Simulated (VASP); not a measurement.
**AlNi3: single point with PBEsol**

The system is AlNi3.

```
Ni Al
1.0
     3.52305    0.00000    0.00000
     0.00000    3.52305    0.00000
     0.00000    0.00000    3.52305
Ni Al
3 1
Direct
  0.50000 0.50000 0.00000
  0.50000 0.00000 0.50000
  0.00000 0.50000 0.50000
  0.00000 0.00000 0.00000
```

The cell is a database's computed one.

| Quantity | Value |
| --- | --- |
| Program | VASP 6.6.1 |
| Task | single point |
| Functional | PBEsol |
| Potentials or basis | VASP PAW PBE potentials, release 64 (Ni, Al) |
| Cutoff | 520 eV |
| k mesh | 6 × 6 × 6 |
| Occupations | fermi-dirac, width 0.05 eV |
| Spin | non-collinear spin, antiferromagnetic start |
| Starting moments | [[0.0, 0.0, 1.0], [-0.0, -0.0, -1.0], [0.0, 0.0, 1.0], [0.0, 0.0, 0.0]] μB |

```json
{
 "Pressure": "-0.5 GPa",
 "Band gap on the k mesh": "none (metal or under the smearing width)",
 "Net moment": "0.66 μB per cell",
 "Valence electrons inside the program's atomic spheres": "Ni 9.46; Al 0.81"
}
```

Levels at points of the mesh, in eV from the Fermi level:
```tsv
k point	band 31	band 32	band 33	band 34	band 35	band 36
(0.00, 0.00, 0.00)	0.34	0.34	0.86	0.86	0.86	0.88
(0.50, 0.00, 0.00)	-0.49	-0.30	-0.04	0.34	5.67	5.67
(0.00, 0.50, 0.00)	-0.49	-0.30	-0.04	0.34	5.67	5.67
(0.00, 0.00, 0.50)	-0.49	-0.30	-0.04	0.34	5.67	5.67
(0.50, 0.50, 0.00)	-0.79	-0.63	-0.57	-0.44	0.91	0.91
(0.00, 0.50, 0.50)	-0.79	-0.63	-0.57	-0.44	0.91	0.91
(0.50, 0.00, 0.50)	-0.79	-0.63	-0.57	-0.44	0.91	0.91
(0.50, 0.50, 0.50)	-0.25	-0.25	-0.22	-0.22	-0.22	0.10
```

Moments on the atoms (μB; x, y, z):
```
Ni   0.00  0.00  0.23
Ni   0.00  0.00  0.23
Ni   0.00  0.00  0.23
Al   0.00  0.00 -0.01
```

Wall time 4 min on 1 thread of Intel(R) Xeon(R) 6975P-C (Granite Rapids), with other jobs on the host, peak memory 0.4 GiB.

Caveat: the PAW data sets were made with another functional, which shifts forces and pressure a little.
